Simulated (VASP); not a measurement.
# Cs2SnI6 (Fm-3m) in VASP: notebook, part 2 of 2

VASP 6.6.1. The steps go on from the part before.

**3. Relaxation of cell and atoms, PBEsol**

This run uses another cell than the first one, of 43.08 Å³/atom, 0.987 times its volume.

File INCAR:

```
SYSTEM = Cs2SnI6
PREC = Accurate ; ENCUT = 600
EDIFF = 1E-7 ; ISMEAR = 0
SIGMA = 0.03 ; LREAL = .False.
LASPH = .True. ; NELM = 80
ALGO = Normal ; ISIF = 3
LWAVE = .False. ; LCHARG = .False.
GGA = PS ; IBRION = 2
NSW = 90 ; EDIFFG = -0.005
KPAR = 2
```

File KPOINTS:

```
regular mesh
0
Gamma
  6 6 6
  0 0 0
```

File POSCAR:

```
Cs2SnI6                                 
1.0
    0.0000000000      5.7875974056      5.7875974056
    5.7875974056      0.0000000000      5.7875974056
    5.7875974056      5.7875974056      0.0000000000
  Cs              Sn              I             
     2     1     6
Direct
     0.2500000000000000    0.2500000000000000    0.2500000000000000
     0.7500000000000000    0.7500000000000000    0.7500000000000000
     0.0000000000000000    0.0000000000000000    0.0000000000000000
     0.7520138505237577    0.2479861494762422    0.2479861494762422
     0.2479861494762422    0.7520138505237577    0.2479861494762422
     0.2479861494762422    0.7520138505237577    0.7520138505237577
     0.7520138505237577    0.2479861494762422    0.7520138505237577
     0.2479861494762422    0.2479861494762422    0.7520138505237577
     0.7520138505237577    0.7520138505237577    0.2479861494762422
```

Potentials or basis: VASP PAW PBE potentials, release 64 (Cs_sv, Sn_d, I).

Launch:

```bash
cat potpaw_PBE.64/Cs_sv/POTCAR potpaw_PBE.64/Sn_d/POTCAR potpaw_PBE.64/I/POTCAR > POTCAR
mpirun -np 2 vasp_std > vasp.out
```

OUTCAR:

```text
SYSTEM = Cs2SnI6
   PREC = Accurate
   ENCUT = 600
   EDIFF = 1E-7
   ISMEAR = 0
   LREAL = .False.
   LASPH = .True.
   NELM = 80
   ISIF = 3
   GGA = PS
   IBRION = 2
   NSW = 90
   EDIFFG = -0.005

 ion  position               nearest neighbor table
   1  0.250  0.250  0.250-
   2  0.750  0.750  0.750-
   3  0.000  0.000  0.000-   4 2.87   5 2.87   6 2.87   7 2.87   8 2.87   9 2.87
   4  0.752  0.248  0.248-   3 2.87
   5  0.248  0.752  0.248-   3 2.87
   6  0.248  0.752  0.752-   3 2.87
   7  0.752  0.248  0.752-   3 2.87
   8  0.248  0.248  0.752-   3 2.87
   9  0.752  0.752  0.248-   3 2.87

  LATTYP: Found a face centered cubic cell.
 ALAT       =    11.5751948112

  Lattice vectors:

 A1 = (   0.0000000000,   5.7875974056,   5.7875974056)
 A2 = (   5.7875974056,   0.0000000000,   5.7875974056)
 A3 = (   5.7875974056,   5.7875974056,   0.0000000000)

Analysis of symmetry for initial positions (statically):
=====================================================================
 Subroutine PRICEL returns:
 Original cell was already a primitive cell.

 Routine SETGRP: Setting up the symmetry group for a
 face centered cubic supercell.

 Subroutine GETGRP returns: Found 48 space group operations
 (whereof 48 operations were pure point group operations)
 out of a pool of 48 trial point group operations.

The static configuration has the point symmetry O_h .

Analysis of symmetry for dynamics (positions and initial velocities):
=====================================================================
 Subroutine PRICEL returns:
 Original cell was already a primitive cell.

 Routine SETGRP: Setting up the symmetry group for a
 face centered cubic supercell.

 Subroutine GETGRP returns: Found 48 space group operations
 (whereof 48 operations were pure point group operations)
 out of a pool of 48 trial point group operations.

The dynamic configuration has the point symmetry O_h .
[... 112 lines left out ...]
   POTIM  = 0.5000    time-step for ionic-motion
   TEBEG  =    0.0;   TEEND  =   0.0 temperature during run
   PSTRESS=    0.0 pullay stress
   NELECT =      74.0000    total number of electrons
   NUPDOWN=      -1.0000    fix difference up-down
   EMIN   =  10.00;   EMAX   =-10.00  energy-range for DOS
   EFERMI =   0.00;   METHOD = LEGACY
   ISMEAR =     0;   SIGMA  =   0.03  broadening in eV -4-tet -1-fermi 0-gaus
   EFERMI_NEDOS =   21; number of points for ismear=-14 and -15
   IALGO  =     38    algorithm
   IMIX   =      4    mixing-type and parameters
     AMIX     =   0.40;   BMIX     =  1.00
     AMIX_MAG =   1.60;   BMIX_MAG =  1.00
  volume/ion in A,a.u.               =      43.08       290.72
  Fermi-wavevector in a.u.,A,eV,Ry     =   0.942563  1.781186 12.087758  0.888425
  Thomas-Fermi vector in A             =   2.070185
   LORBIT       =      0    0 simple, 1 ext, 2 COOP (PROOUT), +10 PAW based schemes
   GGA     = PS    functional components
   LHFCALC =     F    Hartree Fock is set to
   AEXX    =    0.0000 exact exchange contribution
   IVDW    =     0    specifies the selected vdW correction
   LEPSILON=     F    determine dielectric tensor
   LRPA    =     F    only Hartree local field effects (RPA)
 conjugate gradient relaxation of ions
 non-spin polarized calculation
 Gauss-broadening in eV      SIGMA  =   0.03
  energy-cutoff  :      600.00
  volume of cell :      387.73
 maximum number of plane-waves:     12976
 NGX is ok and might be reduce to    70
   NGX = 33   NGY = 33   NGZ = 33

--------------------------------------- Ionic step        1  -------------------------------------------

 number of electron      73.9999998 magnetization

 Free energy of the ion-electron system (eV)
  ---------------------------------------------------
  ext. energy  EPLUGINS =         0.00000000
  ---------------------------------------------------
  free energy    TOTEN  =       -24.87927185 eV

  energy without entropy =      -24.87891687  energy(sigma->0) =      -24.87909436

------------------------ aborting loop because EDIFF is reached ----------------------------------------

  FORCE on cell =-STRESS in cart. coord.  units (eV):
  Direction    XX          YY          ZZ          XY          YZ          ZX
  --------------------------------------------------------------------------------------
  -------------------------------------------------------------------------------------
  Total       -0.0663843     -0.0663843     -0.0663843      0.0000000     -0.0000000      0.0000000
  in kB       -0.2743160     -0.2743160     -0.2743160      0.0000000     -0.0000000      0.0000000
  external PRESSURE =      -0.2743160 kB  Pullay stress =       0.0000000 kB
[... 159 lines left out ...]
--------------------------------------- Ionic step        5  -------------------------------------------

 number of electron      73.9999999 magnetization

 Free energy of the ion-electron system (eV)
  ---------------------------------------------------
  ext. energy  EPLUGINS =         0.00000000
  ---------------------------------------------------
  free energy    TOTEN  =       -24.87943596 eV

  energy without entropy =      -24.87908171  energy(sigma->0) =      -24.87925883

 E-fermi :   2.0040     XC(G=0):  -8.2234

 val. band max:        1.9819781504   @ k =   0.0000   0.0000   0.0000
 cond. band min:       2.2734910248   @ k =   0.1667   0.0000   0.0000
 fundamental gap:      0.2915128744
 Fermi energy:         2.0039568289

 k-point     1 :       0.0000    0.0000    0.0000
  band No.  band energies     occupation
      1     -19.3692      2.00000
      2     -19.3692      2.00000
      3     -19.3156      2.00000
      4     -19.3156      2.00000
      5     -19.3156      2.00000
      6     -18.4089      2.00000
[... 777 lines left out ...]
  FREE ENERGIE OF THE ION-ELECTRON SYSTEM (eV)
  ---------------------------------------------------
  free  energy   TOTEN  =       -24.8794359591 eV

  energy  without entropy=      -24.8790817074  energy(sigma->0) =      -24.87925883

 reached required accuracy - stopping structural energy minimisation
```

OSZICAR:

```text
N       E                     dE             d eps       ncg     rms          rms(c)
DAV:   1     0.625241835917E+03    0.62524E+03   -0.31659E+04  1408   0.163E+03
DAV:   2     0.576010854490E+02   -0.56764E+03   -0.55234E+03  1736   0.302E+02
DAV:   3    -0.217886975804E+02   -0.79390E+02   -0.78275E+02  1588   0.128E+02
[... 43 lines left out ...]
DAV:   4    -0.248794352300E+02    0.16894E-05   -0.17597E-05  1732   0.191E-02    0.231E-02
DAV:   5    -0.248794357250E+02   -0.49507E-06   -0.34145E-06  2120   0.822E-03    0.767E-03
DAV:   6    -0.248794362012E+02   -0.47617E-06   -0.22378E-07  1416   0.264E-03    0.217E-03
DAV:   7    -0.248794359913E+02    0.20988E-06   -0.41497E-08   880   0.118E-03    0.703E-04
DAV:   8    -0.248794359591E+02    0.32216E-07   -0.85719E-09   836   0.645E-04
   5 F= -.24879436E+02 E0= -.24879259E+02  d E =-.913999E-04
```

Run time: 10 min. Hardware: 2 MPI ranks of AMD EPYC 9R45 (Zen 5), shared host; peak memory 0.94 GiB.

What came out:

```
Free energy                            : -24.8794 eV
Relaxed volume                         : 42.91 Å³/atom
Relaxed cell                           : a = 8.174 Å, b = 8.174 Å, c = 8.174 Å, α = 60.00°, β = 60.00°, γ = 60.00°
Space group after relaxing (to 0.05 Å) : Fm-3m (No. 225)
Energy gained by relaxing              : 0.0 meV/atom
Ionic steps                            : 5
Pressure after relaxing                : 0.0 GPa
Largest force after relaxing           : 0.003 eV/Å
Band gap on the k mesh                 : none (metal or under the smearing width)
```

Forces in eV/Å, atoms in the order of the input:
```
Cs   0.000  0.000  0.000
Cs   0.000  0.000  0.000
Sn   0.000  0.000  0.000
I    0.003  0.000  0.000
I    0.000  0.003  0.000
I   -0.003  0.000  0.000
I    0.000 -0.003  0.000
I    0.000  0.000  0.003
I    0.000  0.000 -0.003
```

The path:
```
step  energy change (eV)  largest force (eV/Å)  pressure (GPa)  volume (Å³)
   1              0.0000                0.0059           -0.03       387.73
   2             -0.0001                0.0096           -0.01       387.31
   3             -0.0001                0.0138            0.01       386.84
   4             -0.0001                0.0112            0.01       386.68
   5             -0.0002                0.0034            0.01       386.19
```

Final structure:
```
Cs Sn I
1.0
     0.00000    5.77993    5.77993
     5.77993    0.00000    5.77993
     5.77993    5.77993    0.00000
Cs Sn I
2 1 6
Direct
  0.25000 0.25000 0.25000
  0.75000 0.75000 0.75000
  0.00000 0.00000 0.00000
  0.75172 0.24828 0.24828
  0.24828 0.75172 0.24828
  0.24828 0.75172 0.75172
  0.75172 0.24828 0.75172
  0.24828 0.24828 0.75172
  0.75172 0.75172 0.24828
```

Caveat: the PAW data sets were made with another functional, which shifts forces and pressure a little. The run has no spin-orbit coupling, so splittings on Cs, I are missing.

**4. Relaxation of cell and atoms, PBEsol**

File INCAR:

```
PREC = Accurate
ENCUT = 600
EDIFF = 1E-6
ISMEAR = 0
SIGMA = 0.03
LREAL = False
LASPH = True
NELM = 80
ALGO = Normal
ISIF = 3
LWAVE = False
LCHARG = False
GGA = PS
IBRION = 2
NSW = 90
EDIFFG = -0.01
KPAR = 4
```

File KPOINTS:

```
regular mesh
0
Gamma
  6 6 6
```

File POSCAR:

```
Cs2SnI6
1.0
    0.0000000000      5.8138000000      5.8138000000
    5.8138000000      0.0000000000      5.8138000000
    5.8138000000      5.8138000000      0.0000000000
Cs Sn I
2 1 6
Direct
    0.2500000000      0.2500000000      0.2500000000
    0.7500000000      0.7500000000      0.7500000000
    0.0000000000      0.0000000000      0.0000000000
    0.7546400000      0.2453600000      0.2453600000
    0.2453600000      0.7546400000      0.2453600000
    0.2453600000      0.7546400000      0.7546400000
    0.7546400000      0.2453600000      0.7546400000
    0.2453600000      0.2453600000      0.7546400000
    0.7546400000      0.7546400000      0.2453600000
```

Launch:

```bash
cat potpaw_PBE.64/Cs_sv/POTCAR potpaw_PBE.64/Sn_d/POTCAR potpaw_PBE.64/I/POTCAR > POTCAR
mpirun -np 4 vasp_std > vasp.out
```

Run time: 5.9 min. Hardware: 4 MPI ranks of Intel Xeon 6975P-C (Granite Rapids), shared host; peak memory 0.97 GiB.

The run converged. Its results:

| Property | Result |
| --- | --- |
| Free energy | -24.8795 eV |
| Relaxed volume | 43.08 Å³/atom |
| Relaxed cell | a = 8.185 Å, b = 8.185 Å, c = 8.185 Å, α = 60.00°, β = 60.00°, γ = 60.00° |
| Space group after relaxing (to 0.05 Å) | Fm-3m (No. 225) |
| Energy gained by relaxing | 1.3 meV/atom |
| Ionic steps | 5 |
| Pressure after relaxing | 0.0 GPa |
| Largest force after relaxing | 0.006 eV/Å |
| Band gap on the k mesh | none (metal or under the smearing width) |

Forces in eV/Å, atoms in the order of the input:
```
Cs   0.000  0.000  0.000
Cs   0.000  0.000  0.000
Sn   0.000  0.000  0.000
I    0.006  0.000  0.000
I    0.000  0.006  0.000
I   -0.006  0.000  0.000
I    0.000 -0.006  0.000
I    0.000  0.000  0.006
I    0.000  0.000 -0.006
```

The path:
| step | energy change (eV) | largest force (eV/Å) | pressure (GPa) | volume (Å³) |
| --- | --- | --- | --- | --- |
| 1 | 0.0000 | 0.1348 | 0.10 | 393.02 |
| 2 | -0.0041 | 0.0686 | -0.07 | 394.55 |
| 3 | -0.0045 | 0.0373 | -0.15 | 395.33 |
| 4 | -0.0073 | 0.0311 | -0.12 | 393.42 |
| 5 | -0.0117 | 0.0061 | -0.03 | 387.73 |

Final structure:
```cif
data_structure
_symmetry_space_group_name_H-M 'P 1'
_symmetry_Int_Tables_number 1
_cell_length_a 8.1849
_cell_length_b 8.1849
_cell_length_c 8.1849
_cell_angle_alpha 60.000
_cell_angle_beta 60.000
_cell_angle_gamma 60.000
_cell_volume 387.73
loop_
_atom_site_label
_atom_site_type_symbol
_atom_site_fract_x
_atom_site_fract_y
_atom_site_fract_z
_atom_site_occupancy
Cs1 Cs 0.25000 0.25000 0.25000 1
Cs2 Cs 0.75000 0.75000 0.75000 1
Sn1 Sn 0.00000 0.00000 0.00000 1
I1 I 0.75201 0.24799 0.24799 1
I2 I 0.24799 0.75201 0.24799 1
I3 I 0.24799 0.75201 0.75201 1
I4 I 0.75201 0.24799 0.75201 1
I5 I 0.24799 0.24799 0.75201 1
I6 I 0.75201 0.75201 0.24799 1
```

Levels at points of the mesh, in eV from the Fermi level:
```
           k point  band 34  band 35  band 36  band 37  band 38  band 39  band 40  band 41
(0.00, 0.00, 0.00)    -0.50    -0.09    -0.02    -0.02    -0.02     3.84     3.84     3.84
(0.50, 0.00, 0.00)    -0.48    -0.44    -0.32    -0.32     0.98     3.28     5.00     5.00
(0.50, 0.50, 0.00)    -0.75    -0.75    -0.65    -0.05     1.36     4.38     4.38     4.56
```

Caveat: the PAW data sets were made with another functional, which shifts forces and pressure a little. The run has no spin-orbit coupling, so splittings on Cs, I are missing.
